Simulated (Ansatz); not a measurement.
The calculation used DFT PBE, scalar-relativistic, plane waves, PAW in Ansatz. Settings: cutoff 420 eV, Γ-centred meshes spaced at most about 0.3 Å⁻¹, and about 0.25 Å⁻¹ or finer for metals (2π included), Gaussian smearing. No spin polarisation.

These are static total energies at zero pressure.

Question: Which of these relaxed structures of In6As is the lowest in energy?
A.

Space group P-31m (No. 162). a = 6.308 Å, b = 6.308 Å, c = 5.739 Å, α = 90.00°, β = 90.00°, γ = 120.00°
```tsv
atom	site	symmetry	x	y	z
In	6k	..m	0.3860	0.3860	0.2436
As	1b	-3.m	0.0000	0.0000	0.5000
```

B.

Space group P6/mmm (No. 191). a = 6.177 Å, b = 6.177 Å, c = 5.810 Å, α = 90.00°, β = 90.00°, γ = 120.00°
```
atom  site  symmetry       x       y       z
  In    2c      -6m2  0.3333  0.6667  0.0000
  In    3g       mmm  0.5000  0.0000  0.5000
  In    1a     6/mmm  0.0000  0.0000  0.0000
  As    1b     6/mmm  0.0000  0.0000  0.5000
```

C.

Space group P4/nmm:1 (No. 129). a = 4.664 Å, b = 4.664 Å, c = 18.007 Å, α = 90.00°, β = 90.00°, γ = 90.00°
```tsv
atom	site	symmetry	x	y	z
In	2b	-4m2	0.5000	0.5000	0.5000
In	2c	4mm	0.5000	0.0000	0.6402
In	2c	4mm	0.0000	0.5000	0.6417
In	2a	-4m2	0.5000	0.5000	0.0000
In	4f	2mm.	0.5000	0.5000	0.7830
As	2c	4mm	0.5000	0.0000	0.9033
```

Answer: C. The next of these, A, lies 20 meV/atom higher. Counting In atoms around As (those within 1.25 times the shortest such distance or 1.15 times the sum of covalent radii; a plus sign parts nearer from farther groups): C has As 4+4; A has As 6; B has As 8. All come from invented guesses. The lowest form computed isn't among them: it has space group R-3 (No. 148), 27.3 Å³/atom and lies 5 meV/atom below the best shown.

The k mesh leaves some 4 meV/atom of noise in the energy of each metallic cell. Cells relaxed within their symmetry can be saddle points. Some candidate types were left out of the draw beforehand, so a known form may be missing.
